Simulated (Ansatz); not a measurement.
**Ag under changes of volume**

One of the cells (17.806 Å³/atom); the others are scaled copies at fixed shape and fractional positions:

```xyz
2
Lattice="2.9300 0.0000 0.0000 -1.4650 2.5375 0.0000 0.0000 0.0000 4.7900" Properties=species:S:1:pos:R:3 pbc="T T T"
Ag    1.4650    0.8458    3.5925
Ag    0.0000    1.6916    1.1975
```

This isn't the form of Ag at room conditions, which is fcc.

| Quantity | Value |
| --- | --- |
| Program | Ansatz 0.2.0 |
| Functional | r2SCAN |
| Potentials or basis | Ansatz PAW |
| Cutoff | 500 eV (not typed: the program's choice for these potentials) |
| k mesh | 10 × 10 × 6 |
| Occupations | fermi-dirac, width 0.05 eV |
| Spin | no spin polarisation |

```tsv
volume (Å³/atom)	energy over the lowest point (meV/atom)	pressure (GPa)
16.738	7.73	4.2
17.094	1.27	1.7
17.450	0.00	-0.5
17.806	3.25	-2.4
18.162	?	?
18.518	21.13	-5.5
18.875	34.76	-6.7
```

Q: What does the run at 18.162 Å³/atom give?

A: Energy over the lowest point 10.47 meV/atom; pressure -4.1 GPa.

Worked out: A Birch-Murnaghan fit of order 3 (a polynomial in V^(-2/3)) to the other rows has its minimum at 17.36 Å³/atom with B0 = V·E''(V) = 103 GPa and B' = 5.8 at fixed shape and positions, which overstates the stiffness. It gives 10.48 meV/atom at 18.162 Å³/atom, against the run's 10.47, and -dE/dV = -4.1 GPa, against -4.1.

Energies are extrapolated to zero smearing.

Caveats: the PAW data sets come from PBE, with cores solved anew for the run's functional, which leaves a small shift of forces and pressure.
